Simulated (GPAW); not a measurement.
# Co (Fd-3m) in GPAW: band structure with PBEsol

Aim: the band structure of Co with PBEsol.

Program: GPAW 26.7.0. These are calculated values, not measurements. Logs are shortened: lines on timing, memory, paths and dates and some standing lists are left out, and cuts for length are marked. The log counts tension as positive stress, the text compression.

**1. The crystal as given**

The structure is cubic, space group Fd-3m (No. 227). Conventional cell: a = 6.435 Å, b = 6.435 Å, c = 6.435 Å, α = 90.00°, β = 90.00°, γ = 90.00°. Co (site symmetry -3m) is surrounded by 6 Co at 2.28 Å. Around Co (site symmetry -43m) lie 16 Co at 2.67 to 2.79 Å.

This isn't the form of Co at room conditions, which is hcp.

**2. Band structure, PBEsol, collinear spin, ferromagnetic start**

File run.py:

```python
from ase import Atoms
from ase.dft.bandgap import bandgap
from ase.io import write
from ase.units import GPa
from ase.parallel import parprint
from gpaw import GPAW, PW, setup_paths

setup_paths.insert(0, '.')

atoms = Atoms(['Co', 'Co', 'Co', 'Co', 'Co', 'Co'],
              cell=[[0.0, 3.21737176, 3.21737176],
                    [3.21737176, 0.0, 3.21737176],
                    [3.21737176, 3.21737176, 0.0]],
              scaled_positions=[[0.125, 0.125, 0.125],
                                [0.625, 0.125, 0.125],
                                [0.125, 0.625, 0.125],
                                [0.125, 0.125, 0.625],
                                [0.5, 0.5, 0.5],
                                [0.75, 0.75, 0.75]],
              pbc=True)
atoms.set_initial_magnetic_moments([2.0, 2.0, 2.0, 2.0, 2.0, 2.0])

calc = GPAW(mode=PW(600),
            xc='PBEsol',
            kpts={'size': (6, 6, 6), 'gamma': True},
            occupations={'name': 'fermi-dirac', 'width': 0.05},
            nbands=53,
            convergence={'density': 1e-05, 'energy': 1e-05},
            maxiter=150,
            txt='gpaw.txt')
atoms.calc = calc
energy = atoms.get_potential_energy()
forces = atoms.get_forces()
stress = atoms.get_stress()
calc.write('gs.gpw')
write('result.traj', atoms)
parprint(f'Energy: {energy:.6f} eV')
parprint('Forces (eV/A):')
parprint(forces.round(4))
parprint('Stress (GPa):', (stress / GPa).round(3))
parprint('Moments:', calc.get_magnetic_moments().round(3))
parprint('Fermi level:', round(calc.get_fermi_level(), 4), 'eV')
parprint(f'Gap: {bandgap(calc)[0]:.4f} eV, direct: {bandgap(calc, direct=True)[0]:.4f} eV')

path = atoms.cell.bandpath('GXWKGLUWLK,UX', npoints=80, eps=1e-4)
bs_calc = calc.fixed_density(kpts=path, symmetry='off', nbands=73,
                             convergence={'bands': 'CBM+6.0', 'eigenstates': 1e-6}, txt='bands.txt')
bs = bs_calc.band_structure()
bs.write('bs.json')
parprint(f'Gap on the path: {bandgap(bs_calc)[0]:.4f} eV')
```

Potentials or basis: PAW data sets generated in the run's folder for this functional, pw.

Started as:

```
$ gpaw-setup -f PBEsol Co
$ OMP_NUM_THREADS=1 mpirun -n 4 gpaw python run.py
```

gpaw.txt:

```text
__  _  _
 | _ |_)|_||  |
 |__||  | ||/\| - 26.7.0

Input parameters:
  mode=PW(ecut=600.0),
  convergence={'density': 1e-05, 'energy': 1e-05},
  kpts=MonkhorstPack(size=(6, 6, 6), gamma=True),
  maxiter=150,
  nbands=53,
  occupations=Occupations(name='fermi-dirac', width=0.05),
  xc=XC(name='PBEsol')

Diagonalizing LCAO Hamiltonian
Converting LCAO to pw mode

                    Co

               Co
        Co
           Co
            Co
       Co

Atoms  # Å, Bohr magnetons
|   | symbol |        x |        y |        z |    initial magnetic moments |
|---|--------|----------|----------|----------|-----------------------------|
| 0 |     Co | 0.804343 | 0.804343 | 0.804343 | ( 0.0000,  0.0000,  2.0000) |
| 1 |     Co | 0.804343 | 2.413029 | 2.413029 | ( 0.0000,  0.0000,  2.0000) |
| 2 |     Co | 2.413029 | 0.804343 | 2.413029 | ( 0.0000,  0.0000,  2.0000) |
| 3 |     Co | 2.413029 | 2.413029 | 0.804343 | ( 0.0000,  0.0000,  2.0000) |
| 4 |     Co | 3.217372 | 3.217372 | 3.217372 | ( 0.0000,  0.0000,  2.0000) |
| 5 |     Co | 4.826058 | 4.826058 | 4.826058 | ( 0.0000,  0.0000,  2.0000) |

Unit cell  # Å
| periodic |        x |        y |        z |  lengths |    angles |
|----------|----------|----------|----------|----------|-----------|
|      yes | 0.000000 | 3.217372 | 3.217372 | 4.550051 | 60.000000 |
|      yes | 3.217372 | 0.000000 | 3.217372 | 4.550051 | 60.000000 |
|      yes | 3.217372 | 3.217372 | 0.000000 | 4.550051 | 60.000000 |

Number of symmetries: 24
Symmetry operations  # r_c * U_cc + t_c -> r_c
|    | kind |            matrix            |
|----|------|------------------------------|
|  0 |  E   |  1, 0, 0,  0, 1, 0,  0, 0, 1 |
|  1 |  σ   |  1, 0, 0,  0, 0, 1,  0, 1, 0 |
|  2 |  σ   |  1, 0,-1,  0, 1,-1,  0, 0,-1 |
|  3 |  C3  |  1, 0,-1,  0, 0,-1,  0, 1,-1 |
|  4 |  C3  |  1,-1, 0,  0,-1, 1,  0,-1, 0 |
|  5 |  σ   |  1,-1, 0,  0,-1, 0,  0,-1, 1 |
|  6 |  σ   |  0, 1, 0,  1, 0, 0,  0, 0, 1 |
|  7 |  C3  |  0, 1, 0,  0, 0, 1,  1, 0, 0 |
|  8 |  C2  |  0, 1,-1,  1, 0,-1,  0, 0,-1 |
|  9 |  S4  |  0, 1,-1,  0, 0,-1,  1, 0,-1 |
| 10 |  C3  |  0, 0, 1,  1, 0, 0,  0, 1, 0 |
| 11 |  σ   |  0, 0, 1,  0, 1, 0,  1, 0, 0 |
| 12 |  S4  |  0, 0,-1,  1, 0,-1,  0, 1,-1 |
| 13 |  C3  |  0, 0,-1,  0, 1,-1,  1, 0,-1 |
| 14 |  S4  |  0,-1, 1,  1,-1, 0,  0,-1, 0 |
| 15 |  C2  |  0,-1, 1,  0,-1, 0,  1,-1, 0 |
| 16 |  C3  |  0,-1, 0,  1,-1, 0,  0,-1, 1 |
| 17 |  S4  |  0,-1, 0,  0,-1, 1,  1,-1, 0 |
| 18 |  S4  | -1, 1, 0, -1, 0, 1, -1, 0, 0 |
| 19 |  C3  | -1, 1, 0, -1, 0, 0, -1, 0, 1 |
| 20 |  C3  | -1, 0, 1, -1, 1, 0, -1, 0, 0 |
| 21 |  S4  | -1, 0, 1, -1, 0, 0, -1, 1, 0 |
| 22 |  σ   | -1, 0, 0, -1, 1, 0, -1, 0, 1 |
| 23 |  C2  | -1, 0, 0, -1, 0, 1, -1, 1, 0 |

BZ-sampling:
  Number of BZ points: 216
  Number of IBZ points: 16

  Monkhorst-Pack size: [6, 6, 6]
  Monkhorst-Pack shift: [0.08333333333333333, 0.08333333333333333, 0.08333333333333333]

K-points  # in reciprocal-cell coordinates
|     |                                coordinates |     weight |
|-----|--------------------------------------------|------------|
|   0 | (  0.00000000,   0.00000000,   0.00000000) | 0.00462963 |
|   1 | (  0.16666667,   0.16666667,   0.00000000) | 0.02777778 |
|   2 | (  0.16666667,   0.16666667,   0.16666667) | 0.03703704 |
|   3 | (  0.33333333,   0.16666667,   0.16666667) | 0.05555556 |
|   4 | (  0.33333333,   0.33333333,  -0.33333333) | 0.05555556 |
|   5 | (  0.33333333,   0.33333333,   0.00000000) | 0.02777778 |
|   6 | (  0.33333333,   0.33333333,   0.16666667) | 0.11111111 |
|   7 | (  0.33333333,   0.33333333,   0.33333333) | 0.03703704 |
|   8 | (  0.50000000,   0.33333333,  -0.33333333) | 0.11111111 |
|   9 | (  0.50000000,   0.33333333,  -0.16666667) | 0.05555556 |
| ... |                                            |            |
|  15 | (  0.50000000,   0.50000000,   0.50000000) | 0.01851852 |

Plane wave coefficients: 2252
Cutoff: 600.0 eV

Spin-components: 2 (collinear spins)
Bands:           53
Projectors:      36
Spin-degeneracy: 1
Datatype:        complex128

Parallelization:
  kpt:    4
  domain: 1
  band:   1

Density:
  Valence electrons: 54.0
  Components: 2
  Grid points: [27 27 27]
  Charge: 0.0  # |e|

Potential:
  Grid points: [27 27 27]

species:
  Co:
    name:    Cobalt
    Z:       27.0
    valence: 9
    core:    18
    charge:  0.0  # [|e|]
    compensation charges:
      type: gauss
      rc: 0.32  # [Å]
      lmax: 2
    cutoffs:
      filter: 1.87  # [Å]
      core: 2.55  # [Å]
    projectors
    | kind |    occ | energy [eV] | rcut [Å] |
    |------|--------|-------------|----------|
    |   4s |  2.000 |      -5.488 |    1.005 |
    |   4p |  0.000 |      -1.248 |    1.058 |
    |   3d |  7.000 |      -8.230 |    1.005 |
    |    s |        |      21.723 |    1.005 |
    |    p |        |      25.963 |    1.058 |
    |    d |        |      18.981 |    1.005 |

    Using partial waves for Co as LCAO basis

Reference energy: -227213.162951  # eV

eigensolver:
  PPCG
  Converge bands: occupied
  niter=2

density mixing:
  MSR1-Mixer
  Pratt-step length: 0.05
  Maximum mixing coefficient: 0.75
  Old densities: 10
  SVD Regularization: 0.005
  Good broyden scale: 1.0
  Trust region scale: 1.0
  Backstep threshold: 4.0
  History deletion threshold: 6.0
  Fourier metric: weight=20.0, sigma=0.015

occupation numbers:
  Fermi-Dirac:
    width: 0.0500  # eV

poisson solver:
  ecut: 4800.0  # eV

xc functional:
  name: PBEsol with 2 nearest neighbor stencil

convergence criteria:
- Maximum integral of absolute [dens]ity change: 1e-05 electrons / valence electron
- Maximum [total energy] change in last 3 cyles: 1e-05 eV / valence electron
- Maximum integral of absolute [eigenst]ate change: 4e-08 eV^2 / valence electron
maximum number of iterations: 150

SCF iterations
|iter     | |      energy | eigst |  dens |  magmom |
|---------|-|-------------|-------|-------|---------|
|iter:   1| |  -52.178934 | +0.47 |       | +12.0177|
|iter:   2| |  -52.271205 | -1.33 | -0.93 | +11.9454|
|iter:   3| |  -52.200774 | -2.52 | -1.11 | +11.9127|
|iter:   4| |  -52.172559 | -3.24 | -1.21 | +11.8419|
|iter:   5| |  -52.160445 | -2.43 | -1.24 | +11.5422|
|iter:   6| |  -52.232003 | -2.71 | -1.40 | +11.2368|
|iter:   7| |  -52.311448 | -2.82 | -1.51 | +10.7752|
|iter:   8| |  -52.336808 | -3.43 | -1.83 | +10.5619|
|iter:   9| |  -52.374550 | -3.42 | -2.00 | +10.2217|
|iter:  10| |  -52.351291 | -3.79 | -1.87 | +10.3507|
|iter:  11| |  -52.355814 | -3.93 | -2.22 | +10.1507|
|iter:  12| |  -52.355947 | -5.22 | -2.97 | +10.1437|
|iter:  13| |  -52.356096c| -5.59 | -3.17 | +10.1368|
|iter:  14| |  -52.356105c| -6.90 | -3.52 | +10.1389|
|iter:  15| |  -52.356154c| -7.17 | -3.44 | +10.1471|
|iter:  16| |  -52.356157c| -7.62c| -3.75 | +10.1536|
|iter:  17| |  -52.356155c| -7.92c| -4.45 | +10.1547|
|iter:  18| |  -52.356155c| -8.22c| -4.92 | +10.1548|
|iter:  19| |  -52.356155c| -8.90c| -5.42c| +10.1548|

Converged in 19 steps
Energy contributions relative to reference atoms: (reference = -227213.162951)

Energy contributions:
  Kinetic:          60.953175
  Coulomb:         -49.138607
  Zero:             -0.323138
  External:          0.000000
  Xc:              -63.812442
  Entropy:          -0.070286
  Spinorbit:         0.000000
  ----------------------------
  Free energy:     -52.391298
  Extrapolated:    -52.356155

dipole moment: (-20.777788, -20.777788, -20.777788)  # |e|*Ang

Total magnetic moment: (0.000000, 0.000000, 10.154825)

Local magnetic moments
|        x |        y |        z |
|----------|----------|----------|
| 0.000000 | 0.000000 | 1.729204 |  # Co   0
| 0.000000 | 0.000000 | 1.729204 |  # Co   1
| 0.000000 | 0.000000 | 1.729204 |  # Co   2
| 0.000000 | 0.000000 | 1.729204 |  # Co   3
| 0.000000 | 0.000000 | 1.786829 |  # Co   4
| 0.000000 | 0.000000 | 1.786829 |  # Co   5

Fermi level: 10.486
Eigenvalues  # (at kpt = [0.000, 0.000, 0.000])
| band index |      eig [eV] | occ [0-1] |      eig [eV] | occ [0-1] |
|------------|---------------|-----------|---------------|-----------|
|          0 |         1.130 |     1.000 |         1.227 |     1.000 |
|        ... |               |           |               |           |
|         18 |         8.122 |     1.000 |         9.950 |     1.000 |
|         19 |         8.122 |     1.000 |         9.950 |     1.000 |
|         20 |         8.613 |     1.000 |        10.627 |     0.057 |
|         21 |         8.613 |     1.000 |        10.627 |     0.057 |
|         22 |         8.613 |     1.000 |        10.627 |     0.057 |
|         23 |         9.171 |     1.000 |        11.106 |     0.000 |
|         24 |         9.171 |     1.000 |        11.106 |     0.000 |
|         25 |         9.171 |     1.000 |        11.106 |     0.000 |
|         26 |         9.353 |     1.000 |        11.404 |     0.000 |
|         27 |         9.353 |     1.000 |        11.404 |     0.000 |
|         28 |        10.298 |     0.977 |        11.572 |     0.000 |
|         29 |        10.298 |     0.977 |        12.116 |     0.000 |
|         30 |        10.298 |     0.977 |        12.116 |     0.000 |
|         31 |        11.468 |     0.000 |        12.116 |     0.000 |
|         32 |        13.112 |     0.000 |        13.881 |     0.000 |
|        ... |               |           |               |           |
|         52 |        35.647 |     0.000 |        36.055 |     0.000 |

No gap
No difference between direct/indirect transitions

Forces  # eV/Ang
|        x |        y |        z |
|----------|----------|----------|
| -0.00001 | -0.00001 | -0.00001 |  # Co   0
| -0.00001 |  0.00001 |  0.00001 |  # Co   1
|  0.00001 | -0.00001 |  0.00001 |  # Co   2
|  0.00001 |  0.00001 | -0.00001 |  # Co   3
|  0.00000 | -0.00000 | -0.00000 |  # Co   4
| -0.00000 | -0.00000 |  0.00000 |  # Co   5

Stress tensor  # eV/Ang^3
|         x |        y |         z |
|-----------|----------|-----------|
|  0.010914 | 0.000000 | -0.000000 |
|  0.000000 | 0.010914 |  0.000000 |
| -0.000000 | 0.000000 |  0.010914 |

# Writing to gs.gpw (mode='')
```

It took 6 min on 4 MPI ranks of Intel Xeon at 2.50GHz (Skylake/Cascade Lake), shared host; peak memory 0.4 GiB.

What came out:

| Item | Value |
| --- | --- |
| Free energy | -52.3913 eV |
| Pressure | -1.7 GPa |
| Band gap along the path | none (metal or under the smearing width) |
| Net moment | 10.15 μB per cell |
| Site moments | Co +1.73, +1.79 μB |

Levels at the corners of the path, in eV from the Fermi level:
Spin up:
```tsv
point	band 30	band 31	band 32	band 33	band 34	band 35
Γ	-0.19	-0.19	0.98	2.63	2.63	2.63
X	-1.36	-1.31	-1.31	1.22	1.22	1.94
W	-1.30	-0.67	-0.67	-0.55	-0.55	4.65
K	-1.18	-1.12	-0.97	-0.65	1.45	1.97
Γ	-0.19	-0.19	0.98	2.63	2.63	2.63
L	-1.01	-1.01	-0.19	1.82	2.17	2.17
U	-1.18	-1.12	-0.97	-0.65	1.45	1.97
W	-1.30	-0.67	-0.67	-0.55	-0.55	4.65
L	-1.01	-1.01	-0.19	1.82	2.17	2.17
K	-1.18	-1.12	-0.97	-0.65	1.45	1.97
U	-1.18	-1.12	-0.97	-0.65	1.45	1.97
X	-1.36	-1.31	-1.31	1.22	1.22	1.94
```
Spin down:
```tsv
point	band 18	band 19	band 20	band 21	band 22	band 23	band 24	band 25
Γ	-0.86	-0.54	-0.54	0.14	0.14	0.14	0.62	0.62
X	-1.44	-0.47	-0.47	-0.17	-0.17	-0.06	-0.06	0.40
W	-1.50	-0.58	-0.58	-0.13	-0.13	-0.07	-0.07	0.31
K	-1.07	-0.71	-0.68	-0.22	0.05	0.09	0.15	0.20
Γ	-0.86	-0.54	-0.54	0.14	0.14	0.14	0.62	0.62
L	-0.69	-0.58	-0.58	-0.31	-0.24	-0.24	0.08	0.14
U	-1.07	-0.71	-0.68	-0.22	0.05	0.09	0.15	0.20
W	-1.50	-0.58	-0.58	-0.13	-0.13	-0.07	-0.07	0.31
L	-0.69	-0.58	-0.58	-0.31	-0.24	-0.24	0.08	0.14
K	-1.07	-0.71	-0.68	-0.22	0.05	0.09	0.15	0.20
U	-1.07	-0.71	-0.68	-0.22	0.05	0.09	0.15	0.20
X	-1.44	-0.47	-0.47	-0.17	-0.17	-0.06	-0.06	0.40
```

**3. The reference run**

An earlier run on the cell as given: functional PBEsol; potentials or basis PAW data sets generated in the run's folder for this functional; cutoff 600 eV; basis pw; k mesh 7 × 7 × 7; occupations fermi-dirac, width 0.05 eV; collinear spin, ferromagnetic start; starting moments [2.0, 2.0, 2.0, 2.0, 2.0, 2.0] μB.

- Pressure: -2.6 GPa
- Band gap on the k mesh: none (metal or under the smearing width)
- Net moment: 9.87 μB per cell
- Site moments: Co +1.67, +1.77 μB
